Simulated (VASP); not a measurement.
# Rb (P-1) in VASP: single point with r2SCAN+rVV10

Aim: the single point of Rb with r2SCAN+rVV10.

All numbers are computed with VASP 6.6.1; they aren't measurements. Logs are shortened: lines on timing, memory, paths and dates and some standing lists are left out, and cuts for length are marked.

### Step 1. The undisturbed crystal

The typed cell holds 1 atom: a = 4.833 Å, b = 4.864 Å, c = 4.841 Å, α = 108.28°, β = 109.30°, γ = 110.40°.

### Step 2. Single point, r2SCAN+rVV10 (cell strained at random at fixed volume)

The input, POSCAR:

```
Rb
1.0
   -2.8609860000      2.7750880000      2.8205800000
    2.8018820000     -2.8478880000      2.8342770000
    2.7994620000      2.7863640000     -2.8933800000
Rb
1
Direct
    0.0000000000      0.0000000000      0.0000000000
```

The input, INCAR.step1:

```
  PREC = Accurate
  ENCUT = 520
  ISMEAR = -5
  SIGMA = 0.05
  LREAL = F
  LASPH = T
  NELM = 100
  NBANDS = 10
  GGA = PE
  ALGO = Normal
  EDIFF = 1E-4
  LWAVE = T
  LCHARG = F
```

The input, INCAR.step2:

```
  PREC = Accurate
  ENCUT = 520
  EDIFF = 1E-6
  ISMEAR = -5
  SIGMA = 0.05
  LREAL = F
  LASPH = T
  NELM = 100
  ALGO = Normal
  ISIF = 2
  LWAVE = F
  LCHARG = F
  METAGGA = R2SCAN
  LMIXTAU = T
  LUSE_VDW = T
  IVDW_NL = 2
  BPARAM = 11.95
  CPARAM = 0.0093
  NBANDS = 10
  ISTART = 1
```

The input, KPOINTS:

```
regular mesh
0
Gamma
  5 5 5
```

Potentials or basis: VASP PAW PBE potentials, release 64 (Rb_sv).

Launch:

```bash
$ cat potpaw_PBE.64/Rb_sv/POTCAR > POTCAR
$ cp INCAR.step1 INCAR
$ mpirun -np 1 vasp_std > vasp.out
$ cp INCAR.step2 INCAR
$ mpirun -np 1 vasp_std > vasp.out
```

OUTCAR:

```text
PREC = Accurate
   ENCUT = 520
   EDIFF = 1E-6
   ISMEAR = -5
   LREAL = F
   LASPH = T
   NELM = 100
   ISIF = 2
   METAGGA = R2SCAN
   IVDW_NL = 2
   BPARAM = 11.95
   ISTART = 1

 ion  position               nearest neighbor table
   1  0.000  0.000  0.000-

  LATTYP: Found a triclinic cell.
 ALAT       =    12.6173719108
 B/A-ratio  =     0.6324897520
 C/A-ratio  =     0.3759328345
 COS(alpha) =     0.0078673677
 COS(beta)  =     0.2559381563
 COS(gamma) =     0.9509369049

  Lattice vectors:

 A1 = ( -11.2642120000,   5.6845000000,   0.0454060000)
 A2 = (  -5.6628680000,   5.6229760000,  -0.0136970000)
 A3 = (  -2.7403580000,  -2.7135640000,  -2.7614770000)

Analysis of symmetry for initial positions (statically):
=====================================================================
 Subroutine PRICEL returns:
 Original cell was already a primitive cell.

 Routine SETGRP: Setting up the symmetry group for a
 triclinic supercell.

 Subroutine GETGRP returns: Found  2 space group operations
 (whereof  2 operations were pure point group operations)
 out of a pool of  2 trial point group operations.

The static configuration has the point symmetry S_2 .

Analysis of symmetry for dynamics (positions and initial velocities):
=====================================================================
 Subroutine PRICEL returns:
 Original cell was already a primitive cell.

 Routine SETGRP: Setting up the symmetry group for a
 triclinic supercell.

 Subroutine GETGRP returns: Found  2 space group operations
 (whereof  2 operations were pure point group operations)
 out of a pool of  2 trial point group operations.

The dynamic configuration has the point symmetry S_2 .

 Subroutine INISYM returns: Found  2 space group operations
 (whereof  2 operations are pure point group operations),
 and found     1 'primitive' translations

----------------------------------------------------------------------------------------

                                     Primitive cell

  volume of cell :      88.0434

  direct lattice vectors                    reciprocal lattice vectors
    -2.860986000  2.775088000  2.820580000     0.003892339  0.182198297  0.179225414
     2.801882000 -2.847888000  2.834277000     0.180462637  0.004336646  0.178781138
     2.799462000  2.786364000 -2.893380000     0.180570735  0.181862088  0.004228580

  length of vectors
     4.882829696  4.898380846  4.896167854     0.255603441  0.254063506  0.256315217

  position of ions in fractional coordinates (direct lattice)
     0.000000000  0.000000000  0.000000000

  ion indices of the primitive-cell ions
   primitive index   ion index
                 1           1

----------------------------------------------------------------------------------------

 KPOINTS: regular mesh

Automatic generation of k-mesh.
 Grid dimensions read from file:
 generate k-points for:    5    5    5

 Generating k-lattice:

  Cartesian coordinates                     Fractional coordinates (reciprocal lattice)
     0.000778468  0.036439659  0.035845083     0.200000000  0.000000000 -0.000000000
     0.036092527  0.000867329  0.035756228    -0.000000000  0.200000000  0.000000000
     0.036114147  0.036372418  0.000845716     0.000000000 -0.000000000  0.200000000

  Length of vectors
     0.051120688  0.050812701  0.051263043

  Shift w.r.t. Gamma in fractional coordinates (k-lattice)
     0.000000000  0.000000000  0.000000000

 TETIRR: Found    372 inequivalent tetrahedra from      750

 Subroutine IBZKPT returns following result:
 ===========================================

 Found     63 irreducible k-points:

 Following reciprocal coordinates:
            Coordinates               Weight
  0.000000  0.000000  0.000000      1.000000
  0.200000  0.000000  0.000000      2.000000
  0.400000  0.000000  0.000000      2.000000
 -0.000000  0.200000  0.000000      2.000000
  0.200000  0.200000  0.000000      2.000000
  0.400000  0.200000  0.000000      2.000000
[... 16 lines left out ...]
 -0.200000  0.200000  0.200000      2.000000
 -0.000000  0.400000  0.200000      2.000000
 [... further k-points ...]
   k-points           NKPTS =     63   k-points in BZ     NKDIM =     63   number of bands    NBANDS=     10
   number of dos      NEDOS =    301   number of ions     NIONS =      1
   total plane-waves  NPLWV =  46656
   dimension x,y,z NGX =    36 NGY =   36 NGZ =   36
   dimension x,y,z NGXF=    72 NGYF=   72 NGZF=   72
   ions per type =               1
   NGX,Y,Z   is equivalent  to a cutoff of  12.26, 12.22, 12.22 a.u.
   NGXF,Y,Z  is equivalent  to a cutoff of  24.51, 24.44, 24.45 a.u.
 SYSTEM =  unknown system
   PREC   = accura    normal or accurate (medium, high low for compatibility)
   ISTART =      1    job   : 0-new  1-cont  2-samecut
   ICHARG =      0    charge: 1-file 2-atom 10-const
   ISPIN  =      1    spin polarized calculation?
   LNONCOLLINEAR =      F non collinear calculations
   LSORBIT =      F    spin-orbit coupling
   LASPH  =      T    aspherical Exc in radial PAW
   ENCUT  =  520.0 eV  38.22 Ry    6.18 a.u.   9.08  9.11  9.10*2*pi/ulx,y,z
   NELM   =    100;   NELMIN=  2; NELMDL=  0     # of ELM steps
   EDIFF  = 0.1E-05   stopping-criterion for ELM
   LREAL  =      F    real-space projection
   EDIFFG = 0.1E-04   stopping-criterion for IOM
   NSW    =      0    number of steps for IOM
   IBRION =     -1    ionic relax: 0-MD 1-quasi-New 2-CG
   NFREE  =      0    steps in history (QN), initial steepest desc. (CG)
   ISIF   =      2    stress and relaxation
   ISYM   =      2    0-nonsym 1-usesym 2-fastsym
   POTIM  = 0.5000    time-step for ionic-motion
   TEBEG  =    0.0;   TEEND  =   0.0 temperature during run
   PSTRESS=    0.0 pullay stress
   NELECT =       9.0000    total number of electrons
   NUPDOWN=      -1.0000    fix difference up-down
   EMIN   =  10.00;   EMAX   =-10.00  energy-range for DOS
   EFERMI =   0.00;   METHOD = LEGACY
   ISMEAR =    -5;   SIGMA  =   0.05  broadening in eV -4-tet -1-fermi 0-gaus
   EFERMI_NEDOS =   21; number of points for ismear=-14 and -15
   IALGO  =     38    algorithm
   IMIX   =      4    mixing-type and parameters
     AMIX     =   0.40;   BMIX     =  1.00
     AMIX_MAG =   1.60;   BMIX_MAG =  1.00
  volume/ion in A,a.u.               =      88.04       594.15
  Fermi-wavevector in a.u.,A,eV,Ry     =   0.765462  1.446513  7.972080  0.585931
  Thomas-Fermi vector in A             =   1.865587
   LORBIT       =      0    0 simple, 1 ext, 2 COOP (PROOUT), +10 PAW based schemes
   METAGGA = R2SCAN    functional components
   LHFCALC =     F    Hartree Fock is set to
   AEXX    =    0.0000 exact exchange contribution
   IVDW_NL    =     2    kernel type
   BPARAM     =11.9500
   IVDW    =     0    specifies the selected vdW correction
   LEPSILON=     F    determine dielectric tensor
   LRPA    =     F    only Hartree local field effects (RPA)
 non-spin polarized calculation
 Fermi weights with tetrahedron method with Bloechl corrections
  energy-cutoff  :      520.00
  volume of cell :       88.04
 maximum number of plane-waves:      2388
   NGX = 19   NGY = 19   NGZ = 19

 number of electron       9.0000000 magnetization

 Free energy of the ion-electron system (eV)
  ---------------------------------------------------
  ext. energy  EPLUGINS =         0.00000000
  ---------------------------------------------------
  free energy    TOTEN  =       -13.62914877 eV

  energy without entropy =      -13.62914877  energy(sigma->0) =      -13.62914877

 E-fermi :   0.1563     XC(G=0):  -5.8321

 val. band max:       -0.1450580954   @ k =  -0.0000   0.0000   0.4000
 cond. band min:       0.1474724947   @ k =  -0.2000  -0.4000   0.4000
 fundamental gap:      0.2925305901
 Fermi energy:         0.1562796292

 k-point     1 :       0.0000    0.0000    0.0000
  band No.  band energies     occupation
      1     -29.8921      2.00000
      2     -13.3799      2.00000
      3     -13.3788      2.00000
      4     -13.3784      2.00000
      5      -2.0176      2.00000
      6       4.1560      0.00000
      7       4.2843      0.00000
      8       4.3448      0.00000
      9       5.2415      0.00000
     10       5.3570      0.00000

 k-point     2 :       0.2000    0.0000    0.0000
  band No.  band energies     occupation
      1     -29.8900      2.00000
      2     -13.4210      2.00000
      3     -13.3921      2.00000
      4     -13.3790      2.00000
      5      -1.5014      2.08571
      6       3.3426      0.00000
      7       3.7064      0.00000
      8       4.6982      0.00000
      9       4.9031      0.00000
     10       5.0879      0.00000

 k-point     3 :       0.4000    0.0000    0.0000
  band No.  band energies     occupation
      1     -29.8866      2.00000
      2     -13.4870      2.00000
      3     -13.4135      2.00000
      4     -13.3786      2.00000
      5      -0.1544      1.82617
      6       1.6078      0.00000
      7       3.0832      0.00000
      8       5.0088      0.00000
      9       5.3249      0.00000
     10       6.0458      0.00000

 k-point     4 :      -0.0000    0.2000    0.0000
  band No.  band energies     occupation
      1     -29.8900      2.00000
      2     -13.4210      2.00000
      3     -13.3912      2.00000
      4     -13.3789      2.00000
      5      -1.5076      2.08358
      6       3.3032      0.00000
      7       3.7363      0.00000
      8       4.7301      0.00000
      9       4.8834      0.00000
     10       5.1251      0.00000
[... 222 lines left out ...]
 k-point    22 :      -0.4000    0.2000    0.2000
  band No.  band energies     occupation
      1     -29.8881      2.00000
      2     -13.4560      2.00000
      3     -13.4072      2.00000
      4     -13.3862      2.00000
      5      -0.6187      2.12661
      6       2.2267      0.00000
      7       2.7964      0.00000
      8       5.0673      0.00000
      9       5.2115      0.00000
     10       5.8437      0.00000

 k-point    23 :      -0.2000    0.2000    0.2000
  band No.  band energies     occupation
      1     -29.8885      2.00000
      2     -13.4241      2.00000
      3     -13.4073      2.00000
      4     -13.4016      2.00000
      5      -1.0378      2.18836
      6       3.1287      0.00000
      7       3.5569      0.00000
      8       3.6749      0.00000
      9       4.8807      0.00000
     10       5.8756      0.00000

 k-point    24 :      -0.0000    0.4000    0.2000
  band No.  band energies     occupation
      1     -29.8859      2.00000
      2     -13.4836      2.00000
      3     -13.4286      2.00000
      4     -13.3886      2.00000
      5       0.8419      0.10233
      6       1.0448      0.00000
      7       2.3707      0.00000
      8       4.6369      0.00000
      9       5.6838      0.00000
     10       5.6917      0.00000

 [... further k-points ...]

------------------------ aborting loop because EDIFF is reached ----------------------------------------

  FORCE on cell =-STRESS in cart. coord.  units (eV):
  Direction    XX          YY          ZZ          XY          YZ          ZX
  --------------------------------------------------------------------------------------
  -------------------------------------------------------------------------------------
  Total        0.0492293      0.0550659      0.0967401      0.0410634      0.0568991      0.0508418
  in kB        0.8958551      1.0020669      1.7604351      0.7472546      1.0354269      0.9251986
  external PRESSURE =       1.2194524 kB  Pullay stress =       0.0000000 kB

 VOLUME and BASIS-vectors are now :
 -----------------------------------------------------------------------------
  energy-cutoff  :      520.00
  volume of cell :       88.04
      direct lattice vectors                 reciprocal lattice vectors
    -2.860986000  2.775088000  2.820580000     0.003892339  0.182198297  0.179225414
     2.801882000 -2.847888000  2.834277000     0.180462637  0.004336646  0.178781138
     2.799462000  2.786364000 -2.893380000     0.180570735  0.181862088  0.004228580

 POSITION                                       TOTAL-FORCE (eV/Angst)
 -----------------------------------------------------------------------------------
      0.00000      0.00000      0.00000         0.000000     -0.000000      0.000000
 -----------------------------------------------------------------------------------
    total drift:                               -0.000000      0.000000      0.000000

  FREE ENERGIE OF THE ION-ELECTRON SYSTEM (eV)
  ---------------------------------------------------
  free  energy   TOTEN  =       -13.6291487701 eV

  energy  without entropy=      -13.6291487701  energy(sigma->0) =      -13.62914877
```

Run time: 3.8 min. Hardware: 1 thread of Intel Xeon Platinum 8488C (Sapphire Rapids), shared host; peak memory 0.41 GiB.

Results:

* Free energy: -13.6291 eV
* Pressure: 0.1 GPa
* Band gap on the k mesh: none (metal or under the smearing width)

Caveat: the PAW data sets were made with another functional, which shifts forces and pressure a little; tetrahedron occupations give inexact forces and stress in metals.
